**Q:** I need the electronic dielectric constant of SnSe₂ for an optical model of a film. I have been given six calculated sets of values for the same crystal. Can I take any of them?

GPAW 26.7.0, plane-wave PAW DFT without spin polarisation or spin–orbit coupling. Clamped-ion dielectric constants of SnSe₂ in the random-phase approximation with local fields, at one fixed geometry. The k mesh is 7 × 7 × 4 for the ground state and, for the response, 16 × 16 × 9 (LDA, PBE) or 14 × 14 × 8 (other rows); Fermi–Dirac smearing is 0.001 eV.

| functional | potentials | wave cutoff | dielectric xx | dielectric yy | dielectric zz |
| --- | --- | --- | --- | --- | --- |
| LDA | GPAW-PAW-data-sets-(gpaw-data-1.2.1) | 450 eV | 11.271 | 11.271 | 9.336 |
| PBE | GPAW-PAW-data-sets-(gpaw-data-1.2.1) | 450 eV | 10.247 | 10.247 | 8.119 |
| PBEsol | PAW-data-sets-made-by gpaw-setup-for-the-functional | 500 eV | 10.807 | 10.807 | 8.701 |
| RPBE | GPAW-PAW-data-sets-(gpaw-data-1.2.1) | 500 eV | 9.790 | 9.790 | 7.544 |
| AM05 | PAW-data-sets-made-by gpaw-setup-for-the-functional | 500 eV | 10.494 | 10.494 | 8.293 |
| GLLB-SC | GPAW-PAW-data-sets-(gpaw-data-1.2.1) | 500 eV | 8.890 | 8.890 | 6.805 |

**A:** No, because the choice matters more than your model is likely to tolerate. The columns dielectric xx and yy describe a field along the layers, and dielectric zz a field across them. LDA lies 27% above GLLB-SC along the layers and 37% above it across them. The atoms sit at the same positions in every row, and a real crystal with those positions has one answer, so the two ends of the list cannot both be right.

The ions are also held fixed. The values therefore suit infrared light, with a photon energy well below the gap but above the vibrations of the lattice. Visible light needs values calculated at its own photon energy. The low-frequency permittivity of a capacitor contains a further part from moving ions.

**Q:** Could the differences come from numerical settings instead of physics?

**A:** Between neighbours they could, but not over the whole range. The response used denser meshes of electron momenta than the ground state, densest for LDA and PBE. Refining the response mesh lowered the LDA value across the layers by 0.33, whereas the six rows span 2.5 in that direction. RPBE and GLLB-SC share all their numerical settings and still differ by 0.9 along the layers. AM05 and PBE are only 0.25 apart there, with different meshes and atomic data sets, so I would not defend their order. Such a mesh test exists only for LDA and PBE, and errors of a few percent must be expected in the optical matrix elements of every row.

**Q:** Then what does the functional change?

**A:** It changes the orbitals and their energies. The clearest sign is the energy needed to lift an electron from a filled to an empty state. The smallest direct gap found on the ground-state mesh rises from 0.88 eV in LDA to 1.44 eV in GLLB-SC. If you sort the six rows by this gap, both dielectric constants fall in exactly that order.

The reason is what polarisation means for electrons. A static field distorts the filled states, mostly selenium p in character near the gap, by mixing in a little of the empty ones, the lowest of which are antibonding combinations of tin s and selenium p. The further apart these levels lie, the less they mix and the less charge is displaced.

**Q:** Why do the functionals disagree about the gap?

**A:** Each gives the electrons a different effective potential. From PBEsol through PBE to RPBE, exchange responds more strongly to variations in the density, and the gap widens in that order. GLLB-SC models the exchange potential in another way, with a part that depends on the orbitals, and this usually opens the gap further. The results do not separate how much the filled and the empty levels each contribute.

**Q:** A wrong gap is a well-known fault of such functionals. Why does it spoil the dielectric constant, which only asks how the ground state deforms?

**A:** Because this response is built from the calculated orbitals and energy levels, gap included. In the random-phase approximation used here, each electron feels the applied field and the full electrostatic field of the displaced charge, even and uneven parts alike. The accompanying change in exchange and correlation, called the kernel, is left out. In an exact theory the kernel would also make up for the difference between the gap of the model electrons and that of the real ones. Without it, an error in the gap passes straight into the screening, and a simple approximate kernel does not repair this.

**Q:** Can I estimate the size of that effect by hand?

**A:** Yes, with the simplest polarisable object, an electron on a spring. A stiffer spring has a higher frequency, and the displacement in a static field falls as the square of that frequency. If one average spring stands for all the valence electrons, and each electron feels only the average field in the crystal, the dielectric constant is

$$\varepsilon = 1 + \left(\frac{E_p}{E_m}\right)^2 .$$

Here $E_p$ is the plasma energy, fixed by the density of valence electrons, and $E_m$ is a mean gap. I count 16 valence electrons per cell, four from tin and six from each selenium, which gives $E_p = 16.91$ eV. The picture is limited: a crystal has a whole range of transition energies, and one spring has only one.

Take GLLB-SC along the layers. The LDA value calculated with this average field alone, 12.70, sets the starting mean gap. I then add the difference between the two direct gaps:

$$E_m(\text{LDA}) = \frac{16.91}{\sqrt{12.70-1}} = 4.94\ \text{eV}$$

$$E_m(\text{GLLB-SC}) = 4.94 + (1.445-0.880) = 5.51\ \text{eV}$$

$$\varepsilon = 1 + \left(\frac{16.91}{5.51}\right)^2 = 10.42$$

The full calculation at the same stage gives 10.14. LDA served as the anchor and tests nothing, but the GLLB-SC value was not used in the estimate.

**Q:** So the gap explains nearly everything?

**A:** That cannot be said with certainty. Along the layers the estimate reproduces 89% of the fall from LDA to GLLB-SC, or 72% if the ten tin d electrons are counted as well. Both versions keep the total strength of the transitions fixed, as the spring does. If the dipoles of the transitions are held fixed instead, the share drops to 47%. The gap clearly matters, but its share depends on how one builds the model. Across the layers the spring does worse: with 16 electrons it gives 75% of the fall, and all five predicted values come out too high. The smallest direct gap is one number taken at one point of the band structure. My guess is that the levels coupled by a field across the layers move apart by more than this gap widens. The printed analysis after this text gives the comparison row by row.

**Q:** You let only the average field act on the electrons. May I do the same to save effort?

**A:** Not if you care about the difference between the two directions. In LDA that difference is only 0.3 with the average field alone but 1.9 in the table, and it grows in the other five rows too. What the average leaves out are the local fields, the uneven electric fields that displaced charge sets up inside the cell. In LDA they lower the constant by 1.4 along the layers and by 3.0 across them.

Electrostatics explains the direction. A field across the layers passes in turn through polarisable sheets and the nearly empty spaces between them. Charge builds up on the faces of each sheet and opposes the field inside it. A field along the layers meets no such faces, although it still meets the unevenness of individual atoms and bonds. A calculation without local fields would make this layered crystal look almost isotropic.

**Q:** Semilocal gaps are usually too small. Should I then trust GLLB-SC, which has the widest gap and the lowest constants?

**A:** The table cannot support that choice, because it holds no measured value and because the gap is only one of the errors. The missing kernel is another. When a simple local exchange kernel was added to the PBE calculation, the constant rose by 5% along the layers and by 4% across them. Each electron keeps others of its spin at a distance, so crowding charge together costs less than plain electrostatics says, and the crystal polarises more easily.

The two errors therefore pull in opposite directions. Too narrow a gap makes the constant too large, and leaving out this kernel makes it too small. A row may agree with experiment because the errors cancel, and repairing only one of them can make the agreement worse.

GLLB-SC has a gap problem of its own. To give the difference between the energy spent on removing an electron and the energy gained by adding one, its gap needs a correction known as the derivative discontinuity, which the response calculation does not contain. These data also carry a warning that the response lacks terms for this functional. Spin-orbit coupling, absent from all rows, would also shift the selenium p levels and with them the gap.

**Q:** What should I do with my optical model?

**A:** If it deals with infrared light in the range named at the start, run it with each of the six rows, always taking both directions from the same row. The two ends alone are not enough, because interference in a film can make them agree by chance. If the film property you need hardly changes from row to row, the choice among these six functionals does not matter for your purpose. If it changes too much, ask for a calculation that improves the gap and the kernel together. Do not read the range as an error bar, since all six rows leave out the kernel and the true value may lie outside it. A long-range model kernel of preset strength, for example, raised the PBE constant along the layers above every row of the table. Such a kernel is normally meant for a corrected gap, so its result on top of the PBE gap is not a better answer, but it shows how much can depend on this missing part.

For another functional on this same crystal, look first at its direct gap. If that falls well between those of PBE and RPBE, I would expect dielectric constants between theirs, provided the response is calculated in the same way.

Output of the analysis:

```
Gap and local fields:
      row  direct gap eV  xx no local fields  zz no local fields  xx lowering  zz lowering  xx-zz without  xx-zz with
      LDA         0.8796                12.7               12.37        1.427        3.038         0.3249       1.935
      PBE          1.105               11.62               11.03        1.378        2.912         0.5941       2.128
   PBEsol          1.006                12.2               11.66        1.398        2.957          0.547       2.106
     RPBE          1.236               11.12               10.41        1.334        2.862         0.7175       2.246
     AM05          1.078               11.87               11.24        1.379         2.95         0.6297       2.201
  GLLB-SC          1.445               10.14               9.451        1.247        2.646         0.6858       2.085
Sum-rule model without local fields anchored on LDA:
      row  mean gap xx eV  mean gap zz eV  model xx     miss xx  model zz    miss zz
      LDA           4.943           5.013      12.7  -3.553e-15     12.37  1.776e-15
      PBE           5.187           5.338      11.7      0.0747     11.42     0.3844
   PBEsol            5.05           5.178     12.12    -0.08446     11.82     0.1613
     RPBE           5.313           5.512     11.18     0.05514     10.91     0.5086
     AM05           5.127           5.282     11.81    -0.06021     11.52     0.2805
  GLLB-SC           5.593           5.816     10.42      0.2845     10.19      0.735
LDA above GLLB-SC in xx, percent: 26.78
LDA above GLLB-SC in zz, percent: 37.19
LDA xx, coarser mesh less final mesh: 0.1635
LDA zz, coarser mesh less final mesh: 0.3301
PBE xx, coarser mesh less final mesh: 0.1007
PBE zz, coarser mesh less final mesh: 0.1473
RPBE less GLLB-SC in xx, same settings: 0.9
RPBE less GLLB-SC in zz, same settings: 0.739
AM05 less PBE in xx: 0.247
AM05 less PBE in zz: 0.174
PBE xx, rise with local exchange kernel, percent: 4.99
PBE zz, rise with local exchange kernel, percent: 3.859
Share of LDA to GLLB-SC fall given by sum-rule model, xx then zz, percent: 88.89, 74.85
Same share with fixed dipoles, xx then zz, percent: 46.85, 39.42
Same share, sum-rule model with 26 electrons, xx then zz, percent: 72.07, 60.66
Plasma energy of 16 valence electrons, eV: 16.91
```
